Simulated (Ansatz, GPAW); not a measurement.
# Pt: 3 runs at one level of theory

```
Pt
1.0
     0.00000    1.96090    1.96090
     1.96090    0.00000    1.96090
     1.96090    1.96090    0.00000
Pt
1
Direct
  0.00000 0.00000 0.00000
```

Alike in all runs: task single point; functional PBE; k mesh 12 × 12 × 12; occupations gaussian, width 0.02 eV; no spin polarisation; no spin-orbit coupling. Pressure is positive in compression and, in plane waves, holds the error of the finite cutoff, which Ansatz's Pulay term estimates and takes out.

| program and potentials | plane-wave cutoff (eV) | notes | band gap (eV) | pressure (GPa) |
| --- | --- | --- | --- | --- |
| Ansatz, Ansatz PAW | 420 | 18 valence electrons an atom on average; Pulay term of +0.08 GPa included | no gap | 10.21 |
| GPAW, GPAW PAW data sets (gpaw-data 1.2.1) | 600 | 16 valence electrons an atom on average | no gap | 9.71 |
| Ansatz, all-electron LAPW, scalar-relativistic | - | - | no gap | 10.16 |

None finds a gap. The pressure spans 9.71 (GPAW, GPAW PAW data sets (gpaw-data 1.2.1)) to 10.21 GPa (Ansatz, Ansatz PAW), with all-electron results at 10.16. The cell lies far from this level's equilibrium.

Differences between rows come from potentials, basis sets and numerical settings, since the functional is the same but for its coding. Runs on potential files found faulty are left out.

All three runs describe a metal under compression, as expected for fcc platinum, where a broad, partly filled 5d band overlaps and hybridises with the 6s states at the Fermi level. The positive pressure doesn't mean that real platinum is compressed at this volume: the cell is close to the experimental one, whereas PBE underbinds the late 5d metals and prefers a larger lattice. Because platinum is very stiff, owing to its strong d bonding and the repulsion between its extended shells, even a small error in equilibrium volume appears as a pressure of several GPa.

The all-electron value of 10.16 GPa shows that this compression is not an artefact of the potentials, and the Ansatz PAW result lies close to it. The somewhat lower GPAW pressure may partly reflect a 5s shell kept in the core, though the data sets differ in other ways too. A pressure at a single volume fixes neither the equilibrium lattice constant nor the bulk modulus.
